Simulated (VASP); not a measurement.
Wanted: the native input for a VASP 6.6.1 run.

| Quantity | Value |
| --- | --- |
| Task | relaxation of cell and atoms |
| Functional | PBE |
| Potentials or basis | VASP PAW PBE potentials, release 64 (Na_pv, Cl) |
| Cutoff | 600 eV |
| k mesh | 8 × 8 × 8 |
| Occupations | fermi-dirac, width 0.02 eV |
| Spin | no spin polarisation |
| Dipole correction | no |
| Further INCAR settings | ALGO = Fast; EDIFF = 1e-07; IBRION = 2; EDIFFG = -0.005; NSW = 80; ISIF = 3 |

The structure of NaCl lies in POSCAR:

```
NaCl
1.0
    3.2350194206      0.0000000000      0.0000000000
    0.0000000000      3.2350194206      0.0000000000
    0.0000000000      0.0000000000      3.2350194206
Na Cl
1 1
Direct
    0.0000000000      0.0000000000      0.0000000000
    0.5000000000      0.5000000000      0.5000000000
```

The cell was built by a generator and needn't be a form met in nature.

These files were run (other wordings do the same):

INCAR

```
SYSTEM = NaCl
PREC = Accurate ; ENCUT = 600
EDIFF = 1E-7 ; ISMEAR = -1
SIGMA = 0.02 ; LREAL = .False.
LASPH = .True. ; NELM = 60
ALGO = Fast ; ISIF = 3
LWAVE = .False. ; LCHARG = .False.
GGA = PE ; IBRION = 2
NSW = 80 ; EDIFFG = -0.005
```

KPOINTS

```
regular mesh
0
Gamma
  8 8 8
  0 0 0
```

Potentials or basis: VASP PAW PBE potentials, release 64 (Na_pv, Cl).

Launch:

```bash
$ cat potpaw_PBE.64/Na_pv/POTCAR potpaw_PBE.64/Cl/POTCAR > POTCAR
$ mpirun -np 1 vasp_std > vasp.out
```

Results of the run:

```
Relaxed volume                         : 21.54 Å³/atom
Relaxed cell                           : a = 3.506 Å, b = 3.506 Å, c = 3.506 Å, α = 90.00°, β = 90.00°, γ = 90.00°
Space group after relaxing (to 0.05 Å) : Pm-3m (No. 221)
Energy gained by relaxing              : 125.5 meV/atom
Ionic steps                            : 6
Pressure after relaxing                : 0.0 GPa
Band gap on the k mesh                 : 3.97 eV, indirect (least direct gap 4.46 eV)
```

Caveat: the volume moved by over 15 % at a fixed basis, so the end points are rough.

It took 42 s on 1 thread of AMD EPYC 9R45 (Zen 5), on a shared host, peak memory 0.13 GiB.
